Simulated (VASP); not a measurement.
# Ag (Fm-3m) in VASP: single point with LDA

Aim: the single point of Ag with LDA.

Program: VASP 6.6.1. These are calculated values, not measurements. Logs are shortened: lines on timing, memory, paths and dates and some standing lists are left out, and cuts for length are marked.

**1. Starting point**

The structure is cubic, space group Fm-3m (No. 225). The conventional cell has a = 4.002 Å, b = 4.002 Å, c = 4.002 Å, α = 90.00°, β = 90.00°, γ = 90.00°. Ag (site symmetry m-3m) has 12 Ag at 2.83 Å as nearest neighbours.

**2. Single point, LDA**

Input file INCAR:

```
ALGO = Normal
EDIFF = 1E-6
ENCUT = 520
ICORELEVEL = 1
ISIF = 2
ISMEAR = 1
LASPH = T
LCHARG = F
LREAL = F
LWAVE = F
NELM = 80
PREC = Accurate
SIGMA = 0.1
```

Input file KPOINTS:

```
k-points
0
Gamma
  14 10 38
```

Input file POSCAR:

```
Ag
1.0
    2.8300959000      0.0000000000      0.0000000000
    0.0000000000      4.0023600000      0.0000000000
    1.4150479500      2.0011800000      1.4150479500
Ag
1
Direct
    0.0000000000      0.0000000000      0.0000000000
```

Potentials or basis: VASP PAW LDA potentials, release 64 (Ag).

On the command line:

```
cat potpaw_LDA.64/Ag/POTCAR > POTCAR
mpirun -np 1 vasp_std > vasp.out
```

OUTCAR:

```text
EDIFF = 1E-6
   ENCUT = 520
   ISIF = 2
   ISMEAR = 1
   LASPH = T
   LREAL = F
   NELM = 80
   PREC = Accurate

 ion  position               nearest neighbor table
   1  0.000  0.000  0.000-

  LATTYP: Found a face centered cubic cell.
 ALAT       =     4.0023600023

  Lattice vectors:

 A1 = (   1.4150479500,  -2.0011800000,  -1.4150479500)
 A2 = (   2.8300959000,   0.0000000000,   0.0000000000)
 A3 = (   1.4150479500,  -2.0011800000,   1.4150479500)

Analysis of symmetry for initial positions (statically):
=====================================================================
 Subroutine PRICEL returns:
 Original cell was already a primitive cell.

 Routine SETGRP: Setting up the symmetry group for a
 face centered cubic supercell.

 Subroutine GETGRP returns: Found 48 space group operations
 (whereof 48 operations were pure point group operations)
 out of a pool of 48 trial point group operations.

The static configuration has the point symmetry O_h .

Analysis of symmetry for dynamics (positions and initial velocities):
=====================================================================
 Subroutine PRICEL returns:
 Original cell was already a primitive cell.

 Routine SETGRP: Setting up the symmetry group for a
 face centered cubic supercell.

 Subroutine GETGRP returns: Found 48 space group operations
 (whereof 48 operations were pure point group operations)
 out of a pool of 48 trial point group operations.

The dynamic configuration has the point symmetry O_h .

 Subroutine INISYM returns: Found 48 space group operations
 (whereof 48 operations are pure point group operations),
 and found     1 'primitive' translations

----------------------------------------------------------------------------------------

                                     Primitive cell

  volume of cell :      16.0283

  direct lattice vectors                    reciprocal lattice vectors
     2.830095900  0.000000000  0.000000000     0.353344917  0.000000000 -0.353344917
     0.000000000  4.002360000  0.000000000     0.000000000  0.249852587 -0.353344917
     1.415047950  2.001180000  1.415047950     0.000000000  0.000000000  0.706689833

  length of vectors
     2.830095900  4.002360000  2.830095898     0.499705173  0.432757375  0.706689833

  position of ions in fractional coordinates (direct lattice)
     0.000000000  0.000000000  0.000000000

  ion indices of the primitive-cell ions
   primitive index   ion index
                 1           1

----------------------------------------------------------------------------------------

 KPOINTS: k-points

Automatic generation of k-mesh.
 Grid dimensions read from file:
 generate k-points for:   14   10   38

 Generating k-lattice:

  Cartesian coordinates                     Fractional coordinates (reciprocal lattice)
     0.025238923  0.000000000 -0.025238923     0.071428571  0.000000000  0.000000000
     0.000000000  0.024985259 -0.035334492     0.000000000  0.100000000 -0.000000000
     0.000000000  0.000000000  0.018597101     0.000000000  0.000000000  0.026315789

  Length of vectors
     0.035693227  0.043275737  0.018597101

  Shift w.r.t. Gamma in fractional coordinates (k-lattice)
     0.000000000  0.000000000  0.000000000

 -----------------------------------------------------------------------------
|                                                                             |
|           W    W    AA    RRRRR   N    N  II  N    N   GGGG   !!!           |
|           W    W   A  A   R    R  NN   N  II  NN   N  G    G  !!!           |
|           W    W  A    A  R    R  N N  N  II  N N  N  G       !!!           |
|           W WW W  AAAAAA  RRRRR   N  N N  II  N  N N  G  GGG   !            |
|           WW  WW  A    A  R   R   N   NN  II  N   NN  G    G                |
|           W    W  A    A  R    R  N    N  II  N    N   GGGG   !!!           |
|                                                                             |
|     Your reciprocal lattice and k-lattice belong to different lattice       |
|     classes:                                                                |
|                                                                             |
|        The reciprocal lattice is body-centered cubic,                       |
|        whereas your k-lattice is triclinic.                                 |
|                                                                             |
|     Results are often still useful ...                                      |
|                                                                             |
 -----------------------------------------------------------------------------

 WARNING: IBZKPT: internal override: KBLOWUP is changed to .FALSE.
      ... skipping the blow-up phase ...

 Subroutine IBZKPT returns following result:
 ===========================================

 Found   2408 irreducible k-points:

 Following reciprocal coordinates:
            Coordinates               Weight
  0.000000  0.000000  0.000000      1.000000
  0.071429  0.000000  0.000000      2.000000
  0.142857  0.000000  0.000000      2.000000
  0.214286  0.000000  0.000000      2.000000
  0.285714  0.000000  0.000000      2.000000
  0.357143  0.000000  0.000000      2.000000
[... 16 lines left out ...]
  0.000000  0.200000 -0.000000      2.000000
  0.071429  0.200000  0.000000      2.000000
 [... further k-points ...]
   k-points           NKPTS =   2408   k-points in BZ     NKDIM =   2408   number of bands    NBANDS=      9
   number of dos      NEDOS =    301   number of ions     NIONS =      1
   total plane-waves  NPLWV =  17280
   dimension x,y,z NGX =    24 NGY =   30 NGZ =   24
   dimension x,y,z NGXF=    48 NGYF=   60 NGZF=   48
   ions per type =               1
   NGX,Y,Z   is equivalent  to a cutoff of  14.10, 12.46, 14.10 a.u.
   NGXF,Y,Z  is equivalent  to a cutoff of  28.20, 24.92, 28.20 a.u.
 SYSTEM =  unknown system
   PREC   = accura    normal or accurate (medium, high low for compatibility)
   ISTART =      0    job   : 0-new  1-cont  2-samecut
   ICHARG =      2    charge: 1-file 2-atom 10-const
   ISPIN  =      1    spin polarized calculation?
   LNONCOLLINEAR =      F non collinear calculations
   LSORBIT =      F    spin-orbit coupling
   LASPH  =      T    aspherical Exc in radial PAW
   ENCUT  =  520.0 eV  38.22 Ry    6.18 a.u.   5.26  7.44  5.26*2*pi/ulx,y,z
   NELM   =     80;   NELMIN=  2; NELMDL= -5     # of ELM steps
   EDIFF  = 0.1E-05   stopping-criterion for ELM
   LREAL  =      F    real-space projection
   EDIFFG = 0.1E-04   stopping-criterion for IOM
   NSW    =      0    number of steps for IOM
   IBRION =     -1    ionic relax: 0-MD 1-quasi-New 2-CG
   NFREE  =      0    steps in history (QN), initial steepest desc. (CG)
   ISIF   =      2    stress and relaxation
   ISYM   =      2    0-nonsym 1-usesym 2-fastsym
   POTIM  = 0.5000    time-step for ionic-motion
   TEBEG  =    0.0;   TEEND  =   0.0 temperature during run
   PSTRESS=    0.0 pullay stress
   NELECT =      11.0000    total number of electrons
   NUPDOWN=      -1.0000    fix difference up-down
   EMIN   =  10.00;   EMAX   =-10.00  energy-range for DOS
   EFERMI =   0.00;   METHOD = LEGACY
   ISMEAR =     1;   SIGMA  =   0.10  broadening in eV -4-tet -1-fermi 0-gaus
   EFERMI_NEDOS =   21; number of points for ismear=-14 and -15
   IALGO  =     38    algorithm
   IMIX   =      4    mixing-type and parameters
     AMIX     =   0.40;   BMIX     =  1.00
     AMIX_MAG =   1.60;   BMIX_MAG =  1.00
  volume/ion in A,a.u.               =      16.03       108.16
  Fermi-wavevector in a.u.,A,eV,Ry     =   1.444030  2.728821 28.371180  2.085223
  Thomas-Fermi vector in A             =   2.562371
   LORBIT       =      0    0 simple, 1 ext, 2 COOP (PROOUT), +10 PAW based schemes
   GGA     = CA    functional components
   LHFCALC =     F    Hartree Fock is set to
   AEXX    =    0.0000 exact exchange contribution
   IVDW    =     0    specifies the selected vdW correction
   LEPSILON=     F    determine dielectric tensor
   LRPA    =     F    only Hartree local field effects (RPA)
 non-spin polarized calculation
 Methfessel and Paxton  Order N= 1 SIGMA  =   0.10
  energy-cutoff  :      520.00
  volume of cell :       16.03
 maximum number of plane-waves:       446
 NGX is ok and might be reduce to    24
   NGX = 11   NGY = 15   NGZ = 11

 number of electron      11.0000001 magnetization

 Free energy of the ion-electron system (eV)
  ---------------------------------------------------
  ext. energy  EPLUGINS =         0.00000000
  ---------------------------------------------------
  free energy    TOTEN  =        -3.78157002 eV

  energy without entropy =       -3.78138179  energy(sigma->0) =       -3.78150727

 the core state eigenenergies are
   1-  1s -25171.2494  2s  -3701.0194  2p  -3324.0454  3s   -668.5748  3p   -544.2428
       3d   -346.8663  4s    -82.5753  4p    -46.3175

 E-fermi :   9.0727     XC(G=0): -12.9507

 val. band max:        9.0669576628   @ k =  -0.2143  -0.4000   0.0789
 cond. band min:       9.0740353871   @ k =   0.0000  -0.2000   0.4474
 fundamental gap:      0.0070777243
 Fermi energy:         9.0726531586

 k-point     1 :       0.0000    0.0000    0.0000
  band No.  band energies     occupation
      1       0.7528      2.00000
      2       4.0386      2.00000
      3       4.0386      2.00000
      4       4.0386      2.00000
      5       5.2143      2.00000
      6       5.2143      2.00000
      7      25.1831      0.00000
      8      29.0578      0.00000
      9      29.0578      0.00000

 k-point     2 :       0.0714    0.0000    0.0000
  band No.  band energies     occupation
      1       0.9762      2.00000
      2       3.9437      2.00000
      3       4.1250      2.00000
      4       4.1250      2.00000
      5       5.1194      2.00000
      6       5.2545      2.00000
      7      25.3082      0.00000
      8      28.2782      0.00000
      9      28.6138      0.00000
[... 253 lines left out ...]
 k-point    24 :       0.0714    0.2000    0.0000
  band No.  band energies     occupation
      1       2.3355      2.00000
      2       3.9710      2.00000
      3       4.2931      2.00000
      4       4.3514      2.00000
      5       5.3371      2.00000
      6       5.5273      2.00000
      7      20.8374      0.00000
      8      25.8148      0.00000
      9      27.4907      0.00000

 [... further k-points ...]

------------------------ aborting loop because EDIFF is reached ----------------------------------------

  FORCE on cell =-STRESS in cart. coord.  units (eV):
  Direction    XX          YY          ZZ          XY          YZ          ZX
  --------------------------------------------------------------------------------------
  -------------------------------------------------------------------------------------
  Total        0.0028444      0.0028444      0.0028444     -0.0000000      0.0000000     -0.0000000
  in kB        0.2843211      0.2843211      0.2843211     -0.0000000      0.0000000     -0.0000000
  external PRESSURE =       0.2843211 kB  Pullay stress =       0.0000000 kB

 VOLUME and BASIS-vectors are now :
 -----------------------------------------------------------------------------
  energy-cutoff  :      520.00
  volume of cell :       16.03
      direct lattice vectors                 reciprocal lattice vectors
     2.830095900  0.000000000  0.000000000     0.353344917  0.000000000 -0.353344917
     0.000000000  4.002360000  0.000000000     0.000000000  0.249852587 -0.353344917
     1.415047950  2.001180000  1.415047950     0.000000000  0.000000000  0.706689833

 POSITION                                       TOTAL-FORCE (eV/Angst)
 -----------------------------------------------------------------------------------
      0.00000      0.00000      0.00000         0.000000      0.000000      0.000000
 -----------------------------------------------------------------------------------
    total drift:                                0.000000      0.000000     -0.000000

  FREE ENERGIE OF THE ION-ELECTRON SYSTEM (eV)
  ---------------------------------------------------
  free  energy   TOTEN  =        -3.7815700153 eV

  energy  without entropy=       -3.7813817916  energy(sigma->0) =       -3.78150727
```

It took 5 min on 1 thread of Intel Xeon Platinum 8259CL at 2.50GHz (Skylake/Cascade Lake), shared host; peak memory 0.48 GiB.

Results:

```yaml
Free_energy: -3.7816 eV
Pressure: 0.0 GPa
Band_gap_on_the_k_mesh: none (metal or under the smearing width)
```

Core levels (eV, on the scale of the bands):
| atom | levels |
| --- | --- |
| 1 Ag | 1s -25171.2, 2s -3701.0, 2p -3324.0, 3s -668.6, 3p -544.2, 3d -346.9, 4s -82.6, 4p -46.3 |
